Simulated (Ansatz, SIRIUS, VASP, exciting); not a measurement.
## AlRu: programs and potentials compared

```
Ru Al
1.0
     2.99160    0.00000    0.00000
     0.00000    2.99160    0.00000
     0.00000    0.00000    2.99160
Ru Al
1 1
Direct
  0.50000 0.50000 0.50000
  0.00000 0.00000 0.00000
```

Alike in all runs: task equation of state; functional PBEsol; k mesh 9 × 9 × 9; occupations fermi-dirac, width 0.05 eV; no spin polarisation; no spin-orbit coupling.

```csv
program and potentials,plane-wave cutoff (eV),notes,equilibrium volume (Å³/atom),bulk modulus (GPa)
"Ansatz, Ansatz PAW",420,"potentials made for PBE, which Ansatz adapts in part",13.18,219.8
"exciting, all-electron LAPW+lo, shipped species files, valence relativity iora*",-,-,13.19,218.4
"SIRIUS, PseudoDojo 0.4.1 PBEsol standard (scalar relativistic)",1152,-,13.19,220.2
"VASP, PBE PAW files Al, Ru_pv, 520 eV",520,potentials made for PBE,13.19,220.4
"Ansatz, all-electron LAPW, scalar-relativistic",-,-,?,?
```

Q: Estimate from the other rows what the run with Ansatz, all-electron LAPW, scalar-relativistic gave.

A: Equilibrium volume 13.18 Å³/atom; bulk modulus 219.4 GPa. The other rows, which needn't bracket it: equilibrium volume 13.18 to 13.19; bulk modulus 218.4 to 220.4.
